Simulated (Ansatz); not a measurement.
Crystal: LiF.

```
F Li
1.0
     2.55953    0.00000    0.00000
     0.00000    2.55953    0.00000
     0.00000    0.00000    2.55953
F Li
1 1
Cartesian
  1.2798 1.2798 1.2798
  0.0000 0.0000 0.0000
```

Measurements of this composition are mostly on another form, of space group No. 225.

```yaml
Program: Ansatz 0.2.0
Task: single point
Functional: PBE
Potentials_or_basis: Ansatz PAW
Cutoff: "420 eV (not typed: the program's choice for these potentials)"
k_mesh: 10 × 10 × 10
Occupations: fermi-dirac, width 0.05 eV
Spin: no spin polarisation
```

On this cell: pressure 0.0 GPa; largest force zero by symmetry; band gap on the k mesh 7.50 eV, indirect (least direct gap 8.17 eV).

The same run follows on a disturbed copy (atoms moved at random, drawn with an rms of 0.05 Å):

```
CELL_PARAMETERS angstrom
2.55953 0.00000 0.00000
0.00000 2.55953 0.00000
0.00000 0.00000 2.55953
ATOMIC_POSITIONS crystal
F 0.51640 0.50799 0.50805
Li 0.01046 0.99481 0.01810
```

Task: What does the disturbed cell give?

Result: The energy moves by -0.2 meV/atom; pressure 0.1 GPa; largest force 0.016 eV/Å; band gap on the k mesh 7.50 eV, indirect (least direct gap 8.17 eV).

Forces on the atoms (eV/Å):
```
F    0.005  0.012 -0.009
Li  -0.005 -0.012  0.009
```

A k mesh can miss the band edges.
